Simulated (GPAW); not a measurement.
Runs of GPAW 26.7.0 on CdSe. It takes space group F-43m (No. 216, cubic). The conventional cell has a = 6.141 Å, b = 6.141 Å, c = 6.141 Å, α = 90.00°, β = 90.00°, γ = 90.00°. Cd (site symmetry -43m) is surrounded by 4 Se at 2.66 Å. Se (site symmetry -43m) has 4 Cd at 2.66 Å as nearest neighbours. Measurements of this composition are mostly on another form, of space group No. 186.

```csv
task,level,potentials or basis,spin,k mesh,cutoff (eV),smearing,maxiter,eigensolver,band path,band points,data set,mesh quality,gap on the mesh (eV),pressure (GPa),V0 of scaled cells (Å³/atom),B0 (GPa)
equation of state,revPBE,"the program's PAW data sets (release 1.2.1) made for this functional, pw",off,6 × 6 × 6,600,fermi-dirac 0.05 eV,150,-,-,-,-,not flagged,-,-,30.53,41
equation of state,BLYP+D3(BJ),"PAW data sets generated in the run's folder for this functional, pw",off,6 × 6 × 6,600,fermi-dirac 0.05 eV,150,davidson,-,-,-,not flagged,-,-,(c),50
band structure,LDA,"JTH PAW 2.0, LDA, pw",off,6 × 6 × 6,600,fermi-dirac 0.05 eV,150,-,"GXWKGLUWLK,UX",60,"Cd jth, Se jth",not flagged,0.26,(b),-,-
band structure,revPBE,"the program's PAW data sets (release 1.2.1) made for this functional, pw","SOC, no magnetisation",6 × 6 × 6,600,fermi-dirac 0.05 eV,150,-,"GXWKGLUWLK,UX",80,-,not flagged,0.55,2.5,-,-
equation of state,optPBE-vdW,"GPAW PAW data sets (gpaw-data 1.2.1), pw",off,6 × 6 × 6,600,fermi-dirac 0.05 eV,150,-,-,-,-,not flagged,-,-,30.31,(a)
single point,LDA,"the program's PAW data sets (release 1.2.1) made for this functional, pw",off,6 × 6 × 6,450,fermi-dirac 0.05 eV,120,-,-,-,-,not flagged,0.27,-4.2,-,-
```

Alike in all rows: cell as given.

Task: Estimate the missing entries.

Result: (a) 43; (b) -3.2; (c) 28.49.

Caveats: the program truncates these outside data sets (some runs); spin-orbit coupling was added after a scalar SCF, so levels and gaps hold it while energy, forces, pressure and moments don't (some runs); this program's spin-orbit splittings come out too wide for heavy elements (some runs); the PAW data sets were made with another functional, which shifts forces and pressure a little (some runs); the cutoff is short for stress and forces, so pressures can be off by a GPa or more (some runs).

A k mesh can miss the band edges, and rows without SOC leave out spin-orbit coupling on Cd, Se.

Runs at the PBE level aren't shown here.
